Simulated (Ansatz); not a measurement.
# KI: response to strain

KI is deformed so: zz strain of -1 %. What stress and forces result, by LAPW, PAW and all-electron datasets made for the crystal?

Program: Ansatz 0.2.0. Level of theory: DFT PBEsol, scalar-relativistic. These are calculated values, not measurements.

## Step 1: The structure to begin with

It takes space group Fm-3m (No. 225, cubic). Conventional cell: a = 7.049 Å, b = 7.049 Å, c = 7.049 Å, α = 90.00°, β = 90.00°, γ = 90.00°. K (site symmetry m-3m) has 6 I at 3.52 Å as nearest neighbours. I (site symmetry m-3m) is surrounded by 6 K at 3.52 Å.

Structure file:

```
K I
1.0
     0.00000    3.52455    3.52455
     3.52455    0.00000    3.52455
     3.52455    3.52455    0.00000
K I
1 1
Direct
  0.00000 0.00000 0.00000
  0.50000 0.50000 0.50000
```

Atoms are numbered in the order of the input: K1, I2.

## Step 2: The deformed structure

Space group Fm-3m before, I4/mmm after.

## Step 3: Full-potential LAPW

Input file input.yaml:

```yaml
crystal:
  lattice:
    - [0.0, 3.52455, 3.4893045]
    - [3.52455, 0.0, 3.4893045]
    - [3.52455, 3.52455, 0.0]
  atoms:
    - { symbol: K, position: [0.0, 0.0, 0.0] }
    - { symbol: I, position: [0.5, 0.5, 0.5] }
kpoints:
  mp_grid: { grid: [8, 8, 8] }
  band_path:
    path:
      - [0.0, 0.0, 0.0]
      - [0.0, 0.5, 0.5]
      - [0.25, 0.75, 0.5]
      - [0.0, 0.5, 0.0]
      - [0.0, 0.0, 0.0]
      - [0.5, 0.5, 0.0]
      - [0.3775380063, 0.6224619937, 0.0]
      - [-0.3775380063, 0.3775380063, 0.0]
      - [0.0, 0.0, 0.0]
    npoints: 5
scf:
  occupations: { method: fermi_dirac, width: 0.01 }
hamiltonian:
  xc: pbesol
  pseudopotentials: { kind: all_electron, lapw: { basis_error: 0.001 } }
output:
  forces: true
  stress: true
  eigenvalues: true
```

Started as:

```sh
$ ansatz run input.yaml --threads 1 --pin off --max-ram 3072MiB --backend cpu --events-out ev --progress --plain --runs-dir out
```

## Step 4: PAW on the default files

Input file input.yaml:

```yaml
crystal:
  lattice:
    - [0.0, 3.52455, 3.4893045]
    - [3.52455, 0.0, 3.4893045]
    - [3.52455, 3.52455, 0.0]
  atoms:
    - { symbol: K, position: [0.0, 0.0, 0.0] }
    - { symbol: I, position: [0.5, 0.5, 0.5] }
kpoints:
  mp_grid: { grid: [8, 8, 8] }
scf:
  occupations: { method: fermi_dirac, width: 0.01 }
hamiltonian:
  xc: pbesol
  pseudopotentials: { kind: paw }
output:
  forces: true
  stress: true
  eigenvalues: true
  efg: { contact_densities: true }
```

## Step 5: Datasets made for this crystal

Edit input.yaml of step 4 so:

```diff
@@ -14,3 +14,3 @@
   xc: pbesol
-  pseudopotentials: { kind: paw }
+  pseudopotentials: { kind: all_electron, datasets: crystal }
 output:
```

(Steps that only read results are left out.)

Before running it: what results should come out? Wanted: pressure; largest shear or deviatoric stress.

The runs gave:

```
                                 quantity                                              value
                                 pressure  LAPW -0.09, PAW -0.09, crystal datasets -0.09 GPa
largest shear or deviatoric stress (LAPW)                                           0.17 GPa
```

In words: The largest part of the stress beyond the pressure is 0.17 GPa in size, in the zz component; the atoms are carried along and not relaxed. No run of the undeformed cell stands beside it, so the pressure holds what the given cell had before the change. PAW: stress within 0.01 GPa of LAPW. Crystal datasets: stress within 0.01 GPa of LAPW. Spin-orbit coupling is left out, though the cell holds I; in elements this heavy it can shift bands and gaps by tenths of an eV.

These are semilocal Kohn-Sham gaps, which aren't the measured quantity. Such gaps usually fall short of the measured ones; spin-orbit coupling, left out here, narrows gaps with I, so the two errors partly cancel.
